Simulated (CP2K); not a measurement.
Ag:

```xyz
2
Lattice="2.9300 0.0000 0.0000 -1.4650 2.5375 0.0000 0.0000 0.0000 4.7900" Properties=species:S:1:pos:R:3 pbc="T T T"
Ag    1.4650    0.8458    3.5925
Ag    0.0000    1.6916    1.1975
```

This isn't the form of Ag at room conditions, which is fcc.

```yaml
Program: CP2K 2026.2
Task: single point
Functional: PBE
Potentials_or_basis: POTENTIAL_UZH Ag GTH-PBE-q11; TZVP-MOLOPT-PBE-GTH basis
Density_cutoff: 6123 eV
k_mesh: 10 × 10 × 6
Occupations: fermi-dirac, width 0.05 eV
Spin: no spin polarisation
```

On this cell: pressure 0.3 GPa; largest force under 0.003 eV/Å; band gap on the k mesh none (metal or under the smearing width).

The same run follows on a disturbed copy (atoms moved at random, drawn with an rms of 0.05 Å):

```
Ag
1.0
     2.93000    0.00000    0.00000
    -1.46500    2.53745    0.00000
     0.00000    0.00000    4.79000
Ag
2
Direct
  0.68483 0.35008 0.74689
  0.33791 0.67266 0.25057
```

**Question.** What does the disturbed cell give?

**Answer.** The energy (extrapolated to zero smearing) moves by +0.7 meV/atom; pressure 0.4 GPa; largest force 0.097 eV/Å; band gap on the k mesh none (metal or under the smearing width).

Forces on the atoms (eV/Å):
```
Ag  -0.023 -0.024  0.089
Ag   0.023  0.024 -0.091
```

Stress tensor (GPa, compression positive):
```
 0.73  0.15 -0.02
 0.15  0.39 -0.02
-0.02 -0.02 -0.05
```

Caveats: the basis of atomic orbitals isn't converged, which shifts pressures, moduli and gaps.
